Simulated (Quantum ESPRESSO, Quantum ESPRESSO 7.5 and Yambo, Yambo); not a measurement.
# SiC (Moissanite): a self-consistent loop beyond G0W0, cycle by cycle

How far does self-consistency move the gap of SiC (Moissanite)?

Main program and level: Quantum ESPRESSO 7.5 and Yambo 5.3.0; PBE and many-body steps on it, plane waves.

**The experiments to reproduce.**

- Gap 3.03 eV: indirect gap, experimental literature value; quoted from earlier experiment; bulk crystal (quoted in “Charge spill-out and work function of few-layer graphene on SiC(0001)”, 2018, arxiv:1806.04908).

- Gap 3 eV: optical absorption onset, approximate; UV-Vis-NIR transmission; bulk crystal (400 micron semi-insulating 6H-SiC wafer) (“Effects of energetic ion irradiation on WSe2/SiC heterostructures”, 2017, pmc:5482891).

- Gap 3.02 eV: band gap at cryogenic temperature; bulk crystal (literature value) (quoted in “Silicon carbide diodes for neutron detection”, 2020, arxiv:2009.14696).

**1. Set-up**

Symmetry: P6_3mc, No. 186, hexagonal system. Conventional cell: a = 3.081 Å, b = 3.081 Å, c = 15.125 Å, α = 90.00°, β = 90.00°, γ = 120.00°. Nearest to Si lie 4 C at 1.88 to 1.90 Å. Nearest to Si lie 4 C at 1.89 Å. Nearest to C lie 4 Si at 1.88 to 1.89 Å. C has 4 Si at 1.89 Å nearest. Nearest to C lie 4 Si at 1.89 to 1.90 Å. Farther neighbours are not listed.

The cell and positions come from the Crystallography Open Database and are kept as given unless a step says otherwise.

**2. Empty states on the mesh, 6×6×1 mesh, 207 bands**

This step: Quantum ESPRESSO 7.5; DFT, PBE, plane waves, norm-conserving pseudopotentials.

The sums over transitions need many empty states on a uniform mesh; this step solves for them.

pw.in

```
&control
  calculation = 'nscf'
  prefix = 'x'
  outdir = 'o'
  pseudo_dir = 'pseudo'
/
&system
  ibrav = 0
  nat = 12
  ntyp = 2
  ecutwfc = 74.0
  nbnd = 207
  force_symmorphic = .true.
/
&electrons
  conv_thr = 1e-9
  electron_maxstep = 80
  diago_full_acc = .true.
  diago_thr_init = 5e-6
/
ATOMIC_SPECIES
  Si 28.085 Si.upf
  C 12.011 C.upf
CELL_PARAMETERS angstrom
  3.0810000000 -0.0000000000 0.0000000000
  -1.5405000000 2.6682242691 0.0000000000
  0.0000000000 0.0000000000 15.1248000000
ATOMIC_POSITIONS crystal
  Si 0.0000000000 0.0000000000 0.0000000000
  Si 0.0000000000 0.0000000000 0.5000000000
  Si 0.3333333333 0.6666666667 0.1664000000
  Si 0.6666666667 0.3333333333 0.6664000000
  Si 0.6666666667 0.3333333333 0.3329000000
  Si 0.3333333333 0.6666666667 0.8329000000
  C 0.3333333333 0.6666666667 0.0412000000
  C 0.6666666667 0.3333333333 0.5412000000
  C 0.6666666667 0.3333333333 0.2080000000
  C 0.3333333333 0.6666666667 0.7080000000
  C 0.0000000000 0.0000000000 0.3746000000
  C 0.0000000000 0.0000000000 0.8746000000
K_POINTS automatic
  6 6 1 0 0 0
```

Launch:

```bash
$ OMP_NUM_THREADS=1 mpirun -n 16 pw.x -nk 4 -in pw.in > pw.out
```

Log:

```text
Program PWSCF v.7.5 starts

     This program is part of the open-source Quantum ESPRESSO suite
     for quantum simulation of materials; please cite
         "P. Giannozzi et al., J. Phys.:Condens. Matter 21 395502 (2009);
         "P. Giannozzi et al., J. Phys.:Condens. Matter 29 465901 (2017);
         "P. Giannozzi et al., J. Chem. Phys. 152 154105 (2020);
     in publications or presentations arising from this work. More details at

     Atomic positions and unit cell read from directory:
     o/x.save/

     Message from routine setup:
[...]
32.1785  32.2578  32.9326  33.1263  33.3376  33.5735  33.6644  33.9672
     [... 14 further rows ...]
    68.5040  68.8057  69.3149  69.9006  70.0081  70.0921  70.5333  70.7780
    70.9628  71.2308  71.5192  71.8495  72.3913  72.5910  73.0745

          k = 0.0000-0.5774 0.0000 (  9034 PWs)   bands (ev):

     [... further k-points ...]

     highest occupied, lowest unoccupied level (ev):     9.5283   11.5451

     XML data file, pseudopotentials, collected wavefunctions

=------------------------------------------------------------------------------=
   JOB DONE.
=------------------------------------------------------------------------------=
```

Wall time 16 s (16 MPI ranks of Arm Neoverse V2, shared host); peak memory 1.5 GiB; 3.5 min of CPU time.

This step gave:

| Quantity | Value |
| --- | --- |
| gap | 2.017 eV |
| k of the valence top | 0, 0, 0 |
| k of the conduction bottom | 0, -0.5, 0 |
| least direct gap | 3.123 eV |
| k points computed | 7 |
| lowest point of the top converged band, above the valence top | 62.5700 eV |

On this mesh the gap is 2.017 eV.

The density comes from a self-consistent run that is not shown.

**3. Conversion and set-up**

This step: Yambo 5.3.0; conversion and set-up on PBE, plane waves, norm-conserving pseudopotentials.

The states are converted to the many-body program's format and the q mesh is built.

Launch:

```bash
$ (cd o/x.save; p2y > p2y.log; mv SAVE ../..); yambo > setup.log
```

Log:

```text
 Yambo, version 5.3.0

 [02] CORE Variables Setup
 =========================

  [02.01] Unit cells
  ==================

  Cell kind             :  HCP
  Atoms in the cell     :  Si  C
  number of Si atoms    :   6
  number of C  atoms    :   6

  List of atomic masses
  Mass of Si    :  28.08500
  Mass of C     :  12.01100

  List of atomic coordinates    : [cc]
  Si1       :  0.000000  0.000000  0.000000  order 1
  Si2       :   0.00000   0.00000  14.29086  order 2
  Si3       : -0.29111E-09   3.3615       4.7560      order 3
[...]
BZ  Q-points                                      :   36

 K/Q-points units:
 rlu = crystal or reduced units; cc = cartesian coordinates; iku = interal k-units

 Q [1]          [rlu]:  0.000000  0.000000  0.000000
 Q [2]          [rlu]: -0.59880E-17  0.16667       0.0000
 Q [3]          [rlu]: -0.11976E-16  0.33333       0.0000
 Q [4]          [rlu]:  0.17964E-16 -0.50000       0.0000
 Q [5]          [rlu]:  0.166667  0.166667  0.000000
 Q [6]          [rlu]:  0.166667  0.333333  0.000000
 Q [7]          [rlu]:  0.333333  0.333333  0.000000

  [03.01] X indexes
  =================

   [03.01.01] Sigma indexes
   ========================

 [06] Game Over & Game summary
```

Elapsed: 2.2 s, on 1 MPI rank; peak memory 0.24 GiB.

**4. G0W0**

Now the one-shot GW correction: screening in the RPA, then the self-energy of the levels asked for.

This step: G0W0 on PBE, plane waves, norm-conserving pseudopotentials.

gw1.in

```
HF_and_locXC
gw0
dyson
ppa
em1d
rim_cut
RandQpts= 1000000
RandGvec= 1 RL
EXXRLvcs= 74 Ry
VXCRLvcs= 296 Ry
Chimod= "HARTREE"
% BndsRnXp
 1 | 207 |
%
NGsBlkXp= 9 Ry
% LongDrXp
 1 | 1 | 1 |
%
% GbndRnge
 1 | 207 |
%
DysSolver= "n"
ExtendOut
PPAPntXp= 27.21138 eV
% QPkrange
 1 | 1 | 23 | 26 |
 4 | 4 | 23 | 26 |
%
```

Launch:

```bash
$ OMP_NUM_THREADS=2 mpirun -n 8 yambo -F gw1.in -J gw1 -C gw1 > gw1.log
```

Log:

```text
 Yambo, version 5.3.0

 [02] CORE Variables Setup
 =========================

  [... cell, symmetries and grids as in the set-up ...]

  [02.05] Energies & Occupations
  ==============================

  [X] === General ===
  [X] Electronic Temperature                        :  0.000000  0.000000 [eV K]
  [X] Bosonic    Temperature                        :  0.000000  0.000000 [eV K]
  [X] Finite Temperature mode                       : no
  [X] El. density                                   :  0.38604E+24 [cm-3]
  [X] Fermi Level                                   :  9.528318 [eV]

  [X] === Gaps and Widths ===
  [X] Conduction Band Min                           :  2.016742 [eV]
  [X] Valence Band Max                              :  0.000000 [eV]
  [X] Filled Bands                                  :  24
  [X] Empty Bands                                   :   25  207
  [X] Direct Gap                                    :  3.123143 [eV]
  [X] Direct Gap localized at k                     :   4
  [X] Indirect Gap                                  :  2.016742 [eV]
  [X] Indirect Gap between kpts                     :   1   4
  [X] Last valence band width                       :  2.077946 [eV]
  [X] 1st conduction band width                     :  3.147621 [eV]

 [03] Transferred momenta grid and indexing
 ==========================================

 IBZ Q-points                                      :   7
 BZ  Q-points                                      :   36

 K/Q-points units:
 rlu = crystal or reduced units; cc = cartesian coordinates; iku = interal k-units

 Q [1]          [rlu]:  0.000000  0.000000  0.000000
 Q [2]          [rlu]: -0.59880E-17  0.16667       0.0000
 Q [3]          [rlu]: -0.11976E-16  0.33333       0.0000
 Q [4]          [rlu]:  0.17964E-16 -0.50000       0.0000
 Q [5]          [rlu]:  0.166667  0.166667  0.000000
 Q [6]          [rlu]:  0.166667  0.333333  0.000000
 Q [7]          [rlu]:  0.333333  0.333333  0.000000

 [04] Coloumb potential Random Integration (RIM)
 ===============================================

  [04.01] RIM initialization
  ==========================

  * Diagonal components only detected *

  8 x (sBL volume)        :  0.065694 [a.u.]
  sBZ random points       :  1000000
  Points outside the sBZ  :   7993074
  RL volume               :  0.295624 [a.u.]
  Integrated volume       :  0.295880 [a.u.]

  [04.02] RIM integrals
  =====================

  Gamma point sphere radius             :  0.073191 [a.u.]
  Points outside the sphere             :   799491
  [Int_sBZ(q=0) 1/q^2]*(Vol_sBZ)^(-1/3) =:  7.699861
                                 should be <:  7.795600

  Summary of Coulomb integrals for non-metallic bands |Q|[au] RIM/Bare

  Q [1] 0.100000E-4 0.987719 * Q [2] 0.207686 1.035382
  Q [5] 0.359723 1.014582 * Q [3] 0.415372 1.011323
  Q [6] 0.549486 1.006889 * Q [4] 0.623058 1.006049
  Q [7] 0.719446 1.004351

 [05] Dipoles
 ============

  [05.01] Setup: observables and procedures
  =========================================

  [WARNING] [x,Vnl] slows the Dipoles computation. To neglect it rename the ns.kb_pp file

 [06] Dynamic Dielectric Matrix (PPA)
 ====================================

 [SLK-Inversion]  Pools        :  2
 [SLK-Inversion]  BLACS grid   :  2  2

 [WR./gw1//ndb.pp]---------------------------------------------------------------
  Brillouin Zone Q/K grids (IBZ/BZ)                :    7   36    7   36
  RL vectors                                       :  11311 [WF]
  Coulomb cutoff potential                         : none
  Electronic Temperature                           :  0.000000 [K]
  Bosonic    Temperature                           :  0.000000 [K]
  PPA    diel. fun.  energies                      : Perdew, Burke & Ernzerhof(X)+Perdew, Burke & Ernzerhof(C)
  wavefunctions                                    : Perdew, Burke & Ernzerhof(X)+Perdew, Burke & Ernzerhof(C)
  Global Gauge                                     : length
  X matrix size                                    :   393
  X band range                                     :    1  207
  X e/h energy range                               : -1.000000 -1.000000 [eV]
  X Time ordering                                  : R
  X Hxc Kernel                                     : HARTREE
  X Drude frequency                                :  0.000000  0.000000
  X poles                                          :  100.0000 [o/o]
  RL vectors in the sum                            :  11311
  [r,Vnl] included                                 : yes
  Field direction                                  :  0.577350E-5  0.577350E-5  0.577350E-5
  BZ energy Double Grid                            : no
  BZ energy DbGd points                            : 0
  BZ Q point size factor                           : -1.000000
  X Optical Averaged directions                    : none

 [07] Local Exchange-Correlation + Non-Local Fock
 ================================================

 [VXC] Plane waves :   72085
 [EXS] Plane waves :   8953

 QP @ state[ 1 ] K range:  1  1
 QP @ state[ 1 ] b range:  23  26
 QP @ state[ 2 ] K range:   4   4
 QP @ state[ 2 ] b range:  23  26

 [xc] Functional : Perdew, Burke & Ernzerhof(X)+Perdew, Burke & Ernzerhof(C)
 [xc] LIBXC used to calculate xc functional
  PP Number of Atomic Species                      :  2
  NLCC RL compoments                               :   72085
  PP Number of Atomic Species                      :  2
  NLCC RL compoments                               :   72085

 [xc] E_xc :  -18.27642 [Ha]
      E_xc :  -36.55285 [Ry]

  Local XC kind (lXC) : Perdew, Burke & Ernzerhof(X)+Perdew, Burke & Ernzerhof(C)
  Non-Local XC kind (nlXC) : Hartree-Fock

  Corrections @ K [1] :  [eV]
 <23|nlXC|23> = -17.32276 -0.93957E-17 <23|lXC|23> = -14.95422 -0.11801E-15
 <24|nlXC|24> = -17.32275  0.25159E-18 <24|lXC|24> = -14.95422  0.14161E-15
 <25|nlXC|25> = -6.944282  0.17928E-17 <25|lXC|25> = -12.14735  0.18882E-15
 <26|nlXC|26> = -6.855814 -0.13303E-17 <26|lXC|26> = -12.09673  0.18882E-15

  Corrections @ K [4] :  [eV]
 <23|nlXC|23> = -16.70559 -0.82749E-17 <23|lXC|23> = -13.90584  0.23602E-16
 <24|nlXC|24> = -17.33410  0.96342E-17 <24|lXC|24> = -14.49916 -0.92196E-16
 <25|nlXC|25> = -6.763820 -0.18354E-17 <25|lXC|25> = -10.92842  0.000000
 <26|nlXC|26> = -6.504907 -0.44252E-17 <26|lXC|26> = -10.77706  0.23602E-16

 [08] Dyson equation: Newton solver
 ==================================

  [08.01] G0W0 (W PPA)
  ====================

  [  GW  ] Bands range     :    1  207
  [GW/PPA] G damping       :  0.100000 [eV]

  QP @ state[ 1 ] K range:  1  1
  QP @ state[ 1 ] b range:  23  26
  QP @ state[ 2 ] K range:   4   4
  QP @ state[ 2 ] b range:  23  26

   Sc/G bands                                       :    1  207
   Sc/G damping                                     :  0.100000 ev
   Sc bands terminator                              : no
   Sx RL components                                 :   8953

   QP @ state[ 1 ] K range                          :  1  1
   QP @ state[ 1 ] b range                          :  23  26
   QP @ state[ 2 ] K range                          :   4   4
   QP @ state[ 2 ] b range                          :  23  26
   GF energies kind                                 : Perdew, Burke & Ernzerhof(X)+Perdew, Burke & Ernzerhof(C)
   GF WF`s kind                                     : Perdew, Burke & Ernzerhof(X)+Perdew, Burke & Ernzerhof(C)
   Xs energies kind                                 : Perdew, Burke & Ernzerhof(X)+Perdew, Burke & Ernzerhof(C)
   Xs WF`s kind                                     : Perdew, Burke & Ernzerhof(X)+Perdew, Burke & Ernzerhof(C)

 [11] Game Over & Game summary
```

The job ended after 3.1 min (8 MPI ranks; peak memory 4.7 GiB).

This step gave:

```
G0W0 gap on the points computed              : 2.605 eV
starting gap on the mesh                     : 2.017 eV
k of the valence top                         : 0, 0, 0
k of the conduction bottom                   : 0, -0.5, 0
least direct G0W0 gap on the computed points : 3.875 eV
Z at the valence top                         : 0.8012
Z at the conduction bottom                   : 0.8236
```

The gap on the mesh goes from 2.02 eV to 2.61 eV, a correction of +0.59 eV.

**5. evGW0, cycle 1**

This step: evGW0 on PBE, plane waves, norm-conserving pseudopotentials.

gw3.in, as its differences from gw1.in of step 4:

```diff
@@ -25,4 +25,4 @@
 % QPkrange
- 1 | 1 | 23 | 26 |
- 4 | 4 | 23 | 26 |
+ 1 | 7 | 19 | 29 |
 %
+GfnQPdb= "E < ./gw2/ndb.QP"
```

Launch:

```bash
$ OMP_NUM_THREADS=2 mpirun -n 8 yambo -F gw3.in -J gw3,gw1_W -C gw3 > gw3.log
```

Log:

```text
 Yambo, version 5.3.0

 [02] CORE Variables Setup
 =========================

  [... cell, symmetries and grids as in the set-up ...]

  [02.05] Energies & Occupations
  ==============================

  [X] === General ===
  [X] Electronic Temperature                        :  0.000000  0.000000 [eV K]
  [X] Bosonic    Temperature                        :  0.000000  0.000000 [eV K]
  [X] Finite Temperature mode                       : no
  [X] El. density                                   :  0.38604E+24 [cm-3]
  [X] Fermi Level                                   :  9.528318 [eV]

  [X] === Gaps and Widths ===
  [X] Conduction Band Min                           :  2.016742 [eV]
  [X] Valence Band Max                              :  0.000000 [eV]
  [X] Filled Bands                                  :  24
  [X] Empty Bands                                   :   25  207
  [X] Direct Gap                                    :  3.123143 [eV]
  [X] Direct Gap localized at k                     :   4
  [X] Indirect Gap                                  :  2.016742 [eV]
  [X] Indirect Gap between kpts                     :   1   4
  [X] Last valence band width                       :  2.077946 [eV]
  [X] 1st conduction band width                     :  3.147621 [eV]

 [03] Transferred momenta grid and indexing
 ==========================================

 IBZ Q-points                                      :   7
 BZ  Q-points                                      :   36

 K/Q-points units:
 rlu = crystal or reduced units; cc = cartesian coordinates; iku = interal k-units

 Q [1]          [rlu]:  0.000000  0.000000  0.000000
 Q [2]          [rlu]: -0.59880E-17  0.16667       0.0000
 Q [3]          [rlu]: -0.11976E-16  0.33333       0.0000
[...]
[G+QP] Indirect Gap                               :  2.605297 [eV]
  [G+QP] Indirect Gap between kpts                  :   1   4
  [G+QP] Last valence band width                    :  2.357675 [eV]
  [G+QP] 1st conduction band width                  :  3.367394 [eV]

  [coarse-grid] Minimum Bare Gap        [ev]:  2.016742
  [coarse-grid] Minimum Gap Correction  [ev]:  0.588554

  Eqp @ K [1]
  -17.32882 -16.76222 -16.68944 -15.05509 -14.98489 -13.34507  -9.63791  -7.02229
  -6.971229 -2.756609 -2.703920 -1.311863 -1.311863 -1.110278 -1.110278 -0.970522
  -0.970522    -0.469365    -0.462713    -0.338401    -0.338492    -0.353115E-1 -0.509035E-4   0.00000
[...]
Eqp @ K [2]
[...]
Eqp @ K [3]
[...]
Eqp @ K [4]
[...]
Eqp @ K [5]
[...]
Eqp @ K [6]
[...]
Eqp @ K [7]
[...]
8.74079  10.12245  10.25075  10.25075  11.33487  11.39918  11.39919  11.69711
   11.69711  11.80117  12.20401  12.20401  12.40110  12.66454  13.26128  13.26129

 [07] Dipoles
 ============

  [07.01] Setup: observables and procedures
  =========================================

 [08] Dynamic Dielectric Matrix (PPA)
 ====================================

   Sc/G bands                                       :    1  207
   Sc/G damping                                     :  0.100000 ev
   Sc bands terminator                              : no
   Sx RL components                                 :   8953

   QP @ state[ 1 ] K range                          :   1   7
   QP @ state[ 1 ] b range                          :  19  29
   GF energies kind                                 : Perdew, Burke & Ernzerhof(X)+Perdew, Burke & Ernzerhof(C)+ E < ./gw2/ndb.QP + @E Fit
   GF WF`s kind                                     : Perdew, Burke & Ernzerhof(X)+Perdew, Burke & Ernzerhof(C)
   Xs energies kind                                 : Perdew, Burke & Ernzerhof(X)+Perdew, Burke & Ernzerhof(C)
   Xs WF`s kind                                     : Perdew, Burke & Ernzerhof(X)+Perdew, Burke & Ernzerhof(C)

 [13] Game Over & Game summary
```

Elapsed: 4.4 min, on 8 MPI ranks; peak memory 4.9 GiB.

Numbers from this step:

```
quasiparticle gap on the mesh                         : 2.689 eV
gap of the density functional on the mesh             : 2.017 eV
k of the valence top                                  : 0, 0, 0
k of the conduction bottom                            : 0, -0.5, 0
least direct quasiparticle gap on the computed points : 3.980 eV
Z at the valence top                                  : 0.8061
Z at the conduction bottom                            : 0.8315
```

Against G0W0 in Yambo (6×6×1 mesh, 207 bands, screening to 122.5 eV, Godby-Needs plasmon pole), the gap moves by +0.084 eV.

The program's own table gives 2.789 eV, which is too large where the input levels are shifted: this version takes Σc at the unshifted level E₀, yet steps from the shifted one. The value above is the Newton step from E₀, E₀ + Z(Σc + Σx − Vxc), rebuilt from the printed columns.

(Continued in part 2 of 2.)

[Paths, hosts, dates, memory and timing lines, banners, echoed tables and standing remarks are left out of the program output.]

[Logs are printed without paths, hosts, clocks, repeated set-up lines and the standing remarks that a program may print on its own settings, such as how far it seeks lower states.]

[Runs of the session that timed out or met a known fault of the program may be left out.]

[Hosts, paths, dates, database ids (printed as entryN), source tags and the programs' standing remarks are cut or masked in the printed files.]
